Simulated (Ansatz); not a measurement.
Be in Ansatz: convergence with k mesh

The system is Be.

```
Be
1.0
     2.28530    0.00000    0.00000
    -1.14265    1.97913    0.00000
     0.00000    0.00000    3.58420
Be
2
Direct
  0.66667 0.33333 0.75000
  0.33333 0.66667 0.25000
```

- Program: Ansatz 0.2.0
- Task: convergence study
- Functional: r2SCAN
- Potentials or basis: Ansatz NC
- Cutoff: 1520 eV (not typed: the program's choice for these potentials)
- k mesh: 4 × 4 × 2
- Occupations: gaussian, width 0.1 eV
- Spin: no spin polarisation

These are the settings of the first run; the series varies k mesh, with any setting tied to it.

Hardware: 2 threads of Intel(R) Xeon(R) Processor @ 2.50GHz (Skylake/Cascade Lake), on a shared host.

Problem. The values tried are 4 × 4 × 2, 5 × 5 × 3, 6 × 6 × 4, 8 × 8 × 4, 10 × 10 × 6, 12 × 12 × 7, 15 × 15 × 8, 18 × 18 × 10, 22 × 22 × 12, loosest first. From which on does the gap on the mesh stay within 0.01 eV of the tightest run that finished?

Solution. From 8 × 8 × 4 on.

| k mesh | energy less the tightest run, at zero smearing (meV/atom) | pressure (GPa) | gap on the mesh (eV) | SCF cycles | CPU time (s) | peak memory (GiB) |
| --- | --- | --- | --- | --- | --- | --- |
| 4 × 4 × 2 | 247.78 | -0.75 | 0.187 | 6 | 2.7 | 0.28 |
| 5 × 5 × 3 | 12.92 | -2.75 | 0.995 | 6 | 3.1 | 0.28 |
| 6 × 6 × 4 | 32.12 | -2.37 | - | 6 | 4.5 | 0.3 |
| 8 × 8 × 4 | 23.38 | -2.74 | 0.000 | 6 | 6.2 | 0.31 |
| 10 × 10 × 6 | 13.77 | -2.51 | 0.000 | 6 | 9.9 | 0.33 |
| 12 × 12 × 7 | -4.88 | -2.85 | 0.000 | 6 | 13 | 0.34 |
| 15 × 15 × 8 | 0.88 | -2.82 | 0.000 | 6 | 21 | 0.38 |
| 18 × 18 × 10 | 2.63 | -2.79 | 0.000 | 6 | 35 | 0.43 |
| 22 × 22 × 12 | 0.00 | -2.80 | 0.000 | 6 | 56 | 0.51 |

Against the tightest run, the pressure stays within 0.1 GPa from 12 × 12 × 7 on. Not settled before the last step: the energy (to 1 meV/atom). Meshes of other sizes hit other points, so gaps and Fermi surfaces needn't settle smoothly. The tightest run that finished is the yardstick and may itself not be fully converged.

Caveat, for the tightest run too: the potentials were made for another functional, which shifts forces and pressure.
